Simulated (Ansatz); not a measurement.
In2As3: balancing the decomposition

The calculation used DFT PBE, scalar-relativistic, plane waves, PAW (Ansatz 0.2.0). All cells share a 420 eV cutoff and Γ-centred k meshes spaced at most about 0.3 Å⁻¹ (about 0.25 or finer for metals, 2π included). No spin polarisation.

Energies over the elements count from the elements' standard structures at the same level, with no fitted energy shifts.

Temperature and zero-point effects are left out. In In2As3 P-4m2 an odd number of electrons in the primitive cell allows no gap without spin; a larger cell or a magnetic state could open one. The reference form of As is held partly by dispersion forces, which this level lacks.

A trial structure of In2As3 (reached from: Er2Se3 type (P-4m2); relaxed: space group P-4m2 (No. 115), a = 3.851 Å, c = 8.445 Å) has a formation energy of 0.105 eV/atom. It holds As–As nets (shortest 2.61 Å). At its composition the lowest mixture among the elements and 1 reference phase computed alike (others may be missing) consists of these:

```json
{"phase": "As (solid)", "source": "element", "ΔE_f (eV/atom)": "-0.001"}
{"phase": "InAs (F-43m)", "source": "Materials Project", "ΔE_f (eV/atom)": "-0.244"}
```

The lowest database cell of As (-0.001) lies slightly below the reference, hence the non-zero entry.

Question: Write the balanced decomposition and find its energy per atom, per formula unit and per mole of formula units.

Answer: Balancing In and As gives In2As3 → As + 2 InAs. The left side holds 5 atoms, and the products take 1/5 (As) and 4/5 (InAs) of them. The mixture therefore lies at 1/5 × (-0.001) + 4/5 × (-0.244) = -0.195 eV/atom. The reaction energy is -0.195 − (0.105) = -0.300 eV/atom. Times 5 atoms that is -1.500 eV per In2As3, and times 96.485 it is -145 kJ per mole of In2As3. Decomposition is downhill, so the trial structure is unstable against this mixture.
